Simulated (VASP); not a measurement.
**Ti: equation of state with LDA**

Ti:

```
Ti
1.0
     0.00000    1.99994    1.99994
     1.99994    0.00000    1.99994
     1.99994    1.99994    0.00000
Ti
1
Direct
  0.00000 0.00000 0.00000
```

This isn't the form of Ti at room conditions, which is hcp.

```json
{
  "Program": "VASP 6.6.1",
  "Task": "equation of state",
  "Functional": "LDA",
  "Potentials or basis": "VASP PAW LDA potentials, release 64 (Ti_sv)",
  "Cutoff": "520 eV",
  "k mesh": "10 × 10 × 10",
  "Occupations": "fermi-dirac, width 0.05 eV",
  "Spin": "no spin polarisation"
}
```

- Equilibrium volume: 16.01 Å³/atom
- Bulk modulus: 123 GPa
- Pressure derivative of the bulk modulus: 3.5 (rough: it moves with the points fitted)

Energy against volume, from the lowest point:
| volume (Å³/atom) | energy (meV/atom) |
| --- | --- |
| 15.359 | 10.70 |
| 15.679 | 2.66 |
| 15.999 | 0.00 |
| 16.319 | 2.29 |
| 16.639 | 9.07 |

All runs of the series together: 31 s on 1 thread of Intel(R) Xeon(R) Platinum 8259CL CPU @ 2.50GHz (Skylake/Cascade Lake), on a shared host.
